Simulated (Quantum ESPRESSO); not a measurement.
PbSe (Clausthalite): zone-centre phonons and dielectric response under several settings

```
CELL_PARAMETERS angstrom
0.00000 3.06065 3.06065
3.06065 0.00000 3.06065
3.06065 3.06065 0.00000
ATOMIC_POSITIONS crystal
Pb 0.00000 0.00000 0.00000
Se 0.50000 0.50000 0.50000
```

All runs used Quantum ESPRESSO 7.5; k mesh 6 × 6 × 6, shifted; relaxed cell; no spin polarisation; cutoff 612 eV; occupations smeared at first, fixed for the response.

| level | potentials | volume (Å³/atom) | lowest optical mode without the field (cm⁻¹) | highest mode with the field (cm⁻¹) | ε∞ (mean) | ε0 (mean) | Born charge of atom 1 (e) |
| --- | --- | --- | --- | --- | --- | --- | --- |
| LDA | GBRV 1.5 LDA | ? | ? | ? | ? | ? | ? |
| PBE | GBRV 1.5 PBE | 29.96 | 31 | 135 | 19.55 | 361.9 | 4.86 |
| AM05 | GBRV 1.5 PBE | 28.66 | 40 | 137 | 21.57 | 248.1 | 4.96 |
| vdW-DF-cx | GBRV 1.5 PBE | 28.58 | 58 | 143 | 21.64 | 130.3 | 4.96 |

Problem. What stands in the row left open?

Solution. Volume 27.49 Å³/atom; lowest optical mode without the field 56 cm⁻¹; highest mode with the field 140 cm⁻¹; ε∞ 24.94; ε0 153.0; Born charge of atom 1 5.10 e.

Caveats: the potentials were made for another functional, which shifts forces and pressure (some runs).
